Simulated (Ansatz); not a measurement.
Bi (fcc): energy against volume

Level of theory: DFT, RPBE, plane waves (420 eV) with PAW, scalar-relativistic in Ansatz. The PAW files were generated under PBE, with cores re-solved for the functional.

The cell is scaled uniformly from the relaxed one, with fractional coordinates and shape fixed. Energies are extrapolated to zero smearing, pressures are those at the given smearing. Magnetic state: spin not included.

A Birch-Murnaghan fit gives V₀ = 32.54 Å³/atom, B₀ = 47 GPa, B₀′ = 5.0.

What are the energy above the minimum and the pressure at 30.152 Å³/atom?

30.3 meV/atom and 4.45 GPa as computed.

What are the energy above the minimum and the pressure at 34.085 Å³/atom?

9.9 meV/atom and -1.86 GPa as computed.

What are the energy above the minimum and the pressure at 36.707 Å³/atom?

62.0 meV/atom and -4.17 GPa as computed.
